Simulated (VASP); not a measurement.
# In: molecular dynamics with a thermostat

In, Im-3m (no. 229), 16 atoms in the cell. PBE, molecular dynamics; PAW potentials In (PBE set).

Ensemble: Nose-Hoover; Target temperature (K): 1600.

## Input

INCAR:
```
GGA = PE ; PREC = Normal
ENCUT = 200 ; EDIFF = 1E-6
NELMIN = 4 ; NELM = 60
ALGO = Fast ; LREAL = Auto
LASPH = T ; ISMEAR = -1
SIGMA = 0.069 ; ISYM = 0
LWAVE = F ; LCHARG = F
IBRION = 0 ; NSW = 60
POTIM = 4.0 ; TEBEG = 1600
ISIF = 2 ; RANDOM_SEED = 369794 0 0
MDALGO = 2 ; SMASS = 0
KPAR = 2
```

KPOINTS:
```
k-points
0
Monkhorst-Pack
  2 2 2
```

POSCAR:
```
In
1.0
    7.5301009600      0.0000000000      0.0000000000
    0.0000000000      7.5301009600      0.0000000000
    0.0000000000      0.0000000000      7.5301009600
In
16
Direct
    0.0000000000      0.0000000000      0.0000000000
    0.0000000000      0.0000000000      0.5000000000
    0.0000000000      0.5000000000      0.0000000000
    0.0000000000      0.5000000000      0.5000000000
    0.5000000000      0.0000000000      0.0000000000
    0.5000000000      0.0000000000      0.5000000000
    0.5000000000      0.5000000000      0.0000000000
    0.5000000000      0.5000000000      0.5000000000
    0.2500000000      0.2500000000      0.2500000000
    0.2500000000      0.2500000000      0.7500000000
    0.2500000000      0.7500000000      0.2500000000
    0.2500000000      0.7500000000      0.7500000000
    0.7500000000      0.2500000000      0.2500000000
    0.7500000000      0.2500000000      0.7500000000
    0.7500000000      0.7500000000      0.2500000000
    0.7500000000      0.7500000000      0.7500000000
```

Commands:
```
cat potpaw_PBE.64/In/POTCAR > POTCAR
mpirun -np 2 vasp_std > vasp.out
```

## Result

- Mean temperature (K): 1574
- Rise of the mean potential energy above the start (meV/atom): 124.1
- Electronic steps per ionic step after the first: 4.8

Course of the run:

| Time (fs) | Temperature (K) | Potential energy less the first (meV/atom) |
|---|---|---|
| 4 | 1600 | 0.0 |
| 24 | 1498 | 12.9 |
| 40 | 1314 | 40.3 |
| 60 | 1096 | 87.1 |
| 76 | 1096 | 119.2 |
| 96 | 1589 | 132.7 |
| 112 | 2367 | 127.8 |
| 132 | 2770 | 141.8 |
| 148 | 2140 | 176.0 |
| 168 | 1318 | 205.1 |
| 184 | 1119 | 196.9 |
| 204 | 1232 | 166.4 |
| 220 | 1381 | 149.5 |
| 240 | 1496 | 150.2 |

REPORT:
```
MDALGO =   2
               SCALING =       0
                 CNEXP =     9.000   14.000
           RANDOM_SEED =            369794                0                0

   original number of atomic DOF:         45
   number of independent constraints:      0
   number of active DOF:                  45

========================================
         MD step No.       1
========================================

  Atomic velocities initialized by STEP_tb

  >Energies
                    E_tot             E_pot             E_kin               EPS                ES
   e_b>   -0.36024612E+02   -0.39126871E+02    0.31022589E+01    0.00000000E+00    0.00000000E+00

  >Temperature
               T_sim     T_inst
   tmprt>   1600.000   1600.000

  >Thermostat:
           s(n+1) sdot(n+1)      s(n)   sdot(n)        Qs
   s_b>   0.00000   0.00000   0.00000   0.00000   1.36923

           RANDOM_SEED =            369794               96                0

[... steps left out ...]

========================================
         MD step No.      60
========================================

  >Energies
                    E_tot             E_pot             E_kin               EPS                ES
   e_b>   -0.36022810E+02   -0.36723956E+02    0.29013106E+01    0.29223588E-01   -0.22293876E+01

  >Temperature
               T_sim     T_inst
   tmprt>   1600.000   1496.360

  >Thermostat:
           s(n+1) sdot(n+1)      s(n)   sdot(n)        Qs
   s_b>  -0.37047  -0.01153  -0.35932  -0.01078   1.36923

           RANDOM_SEED =            369794               96                0
```

OSZICAR:
```
N       E                     dE             d eps       ncg     rms          rms(c)
DAV:   1     0.849902623952E+02    0.84990E+02   -0.82053E+03   264   0.500E+02
DAV:   2    -0.300017960012E+02   -0.11499E+03   -0.10907E+03   301   0.988E+01
DAV:   3    -0.393083848017E+02   -0.93066E+01   -0.86248E+01   342   0.273E+01
DAV:   4    -0.395370682533E+02   -0.22868E+00   -0.22475E+00   296   0.455E+00
DAV:   5    -0.395431070118E+02   -0.60388E-02   -0.60308E-02   344   0.676E-01    0.950E+00
RMM:   6    -0.392970149801E+02    0.24609E+00   -0.27620E-02   264   0.568E-01    0.549E+00
RMM:   7    -0.391258974749E+02    0.17112E+00   -0.98398E-02   264   0.106E+00    0.397E-01
RMM:   8    -0.391267662684E+02   -0.86879E-03   -0.17053E-02   264   0.483E-01    0.138E-01
RMM:   9    -0.391268321388E+02   -0.65870E-04   -0.16280E-03   264   0.143E-01    0.596E-02
RMM:  10    -0.391268806862E+02   -0.48547E-04   -0.28768E-04   268   0.610E-02    0.700E-02
RMM:  11    -0.391268694253E+02    0.11261E-04   -0.48248E-05   273   0.200E-02    0.291E-02
RMM:  12    -0.391268747953E+02   -0.53701E-05   -0.10690E-05   237   0.115E-02    0.131E-02
[... left out ...]
     59 T=  1483. E= -.36022737E+02 F= -.36757773E+02 E0= -.36681186E+02  EK= 0.28752E+01 SP= -.22E+01 SK= 0.25E-01
[... last step whole ...]
       N       E                     dE             d eps       ncg     rms          rms(c)
DAV:   1    -0.367238552929E+02    0.33917E-01   -0.90538E-03   480   0.118E+00    0.674E-03
RMM:   2    -0.367239369341E+02   -0.81641E-04   -0.90593E-04   269   0.746E-02    0.301E-03
RMM:   3    -0.367239541128E+02   -0.17179E-04   -0.16760E-04   284   0.308E-02    0.292E-03
RMM:   4    -0.367239561674E+02   -0.20546E-05   -0.21791E-05   250   0.121E-02    0.248E-03
RMM:   5    -0.367239564760E+02   -0.30852E-06   -0.40551E-06   196   0.562E-03
     60 T=  1496. E= -.36022810E+02 F= -.36723956E+02 E0= -.36646190E+02  EK= 0.29013E+01 SP= -.22E+01 SK= 0.29E-01
```

Limits: 240 fs of 16 atoms are too short for converged averages.

VASP 6.6.1 took 538 s on 2 cores (Intel Xeon Platinum 8259CL @ 2.50GHz (Skylake/Cascade Lake)), a shared host.
